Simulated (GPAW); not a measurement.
Input of a GPAW 26.7.0 run:

run.py

```python
from ase import Atoms
from ase.filters import FrechetCellFilter
from ase.io import write
from ase.optimize import BFGS
from ase.units import GPa
from gpaw import GPAW, PW, setup_paths

setup_paths.insert(0, '.')

atoms = Atoms(['Hf', 'N'],
              cell=[[0.0, 2.256, 2.256],
                    [2.256, 0.0, 2.256],
                    [2.256, 2.256, 0.0]],
              scaled_positions=[[0.0, 0.0, 0.0],
                                [0.5, 0.5, 0.5]],
              pbc=True)

calc = GPAW(mode=PW(800),
            xc='PBEsol',
            kpts={'size': (10, 10, 10), 'gamma': True},
            occupations={'name': 'fermi-dirac', 'width': 0.05},
            nbands=19,
            convergence={'density': 1e-05, 'forces': 0.0001},
            maxiter=150,
            txt='gpaw.txt')
atoms.calc = calc
opt = BFGS(FrechetCellFilter(atoms, scalar_pressure=20 * GPa), trajectory='relax.traj', logfile='-')
done = opt.run(fmax=0.02, steps=60)
calc.write('gs.gpw')
write('result.traj', atoms)
print('Converged:', done)
print('Cell:', atoms.cell.cellpar().round(4))
print('Volume:', round(atoms.get_volume(), 4))
print(atoms.get_scaled_positions().round(5))
```

Potentials or basis: PAW data sets generated in the run's folder for this functional, pw.

Run with:

```sh
$ gpaw-setup -f PBEsol Hf N
$ OMP_NUM_THREADS=1 python run.py
```

Problem. Predict the relaxed volume.

Solution. 10.75 Å³/atom.

Problem. Estimate the band gap on the k mesh.

Solution. None (metal or under the smearing width).

Step by step:
```csv
step,energy change (eV),largest force (eV/Å),pressure (GPa),volume (Å³)
1,0.0000,0.0000,-1.62,22.96
2,0.0183,0.0000,8.54,22.21
3,0.0904,0.0000,20.88,21.45
4,0.0836,0.0000,19.97,21.50
```

Caveat: later steps reuse the first step's grids. Spin-orbit coupling is left out, which matters for the levels of Hf.
